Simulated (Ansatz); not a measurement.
SiO₂ at several levels of theory

One geometry, relaxed with PBE, and single points on it; plane waves with PAW potentials in Ansatz, scalar-relativistic unless the row names spin-orbit coupling. No spin polarisation. Meshes are on the primitive cell of 12 atoms. Gaps are the least over mesh and band path; pressure is positive in compression. Smearing is Gaussian, 0.02 eV.

```cif
data_structure
_symmetry_space_group_name_H-M 'P 1'
_symmetry_Int_Tables_number 1
_cell_length_a 5.0837
_cell_length_b 5.0837
_cell_length_c 7.1009
_cell_angle_alpha 90.000
_cell_angle_beta 90.000
_cell_angle_gamma 90.000
_cell_volume 183.52
loop_
_atom_site_label
_atom_site_type_symbol
_atom_site_fract_x
_atom_site_fract_y
_atom_site_fract_z
_atom_site_occupancy
Si1 Si 0.29386 0.29386 0.00000 1
Si2 Si 0.20614 0.79386 0.25000 1
Si3 Si 0.70614 0.70614 0.50000 1
Si4 Si 0.79386 0.20614 0.75000 1
O1 O 0.24118 0.09345 0.17423 1
O2 O 0.40655 0.74118 0.42423 1
O3 O 0.75882 0.90655 0.67423 1
O4 O 0.59345 0.25882 0.92423 1
O5 O 0.74118 0.40655 0.57577 1
O6 O 0.90655 0.75882 0.32577 1
O7 O 0.25882 0.59345 0.07577 1
O8 O 0.09345 0.24118 0.82577 1
```

| level | cutoff (eV) | k mesh | gap (eV) | pressure (GPa) | rough cost with bands (core-min) |
| --- | --- | --- | --- | --- | --- |
| PBE | 420 | 6×6×4 | 5.51 | 0.0 | 2.5 |

Problem. What do r2SCAN, PBEsol give on the same cell?

Solution.
```json
{"level": "r2SCAN", "cutoff (eV)": "500", "k mesh": "6×6×4", "gap (eV)": "6.14", "pressure (GPa)": "-4.3", "rough cost with bands (core-min)": "4"}
{"level": "PBEsol", "cutoff (eV)": "420", "k mesh": "6×6×4", "gap (eV)": "5.48", "pressure (GPa)": "-2.1", "rough cost with bands (core-min)": "2.6"}
```

This form isn't the usual stable structure of the compound, though it has been observed.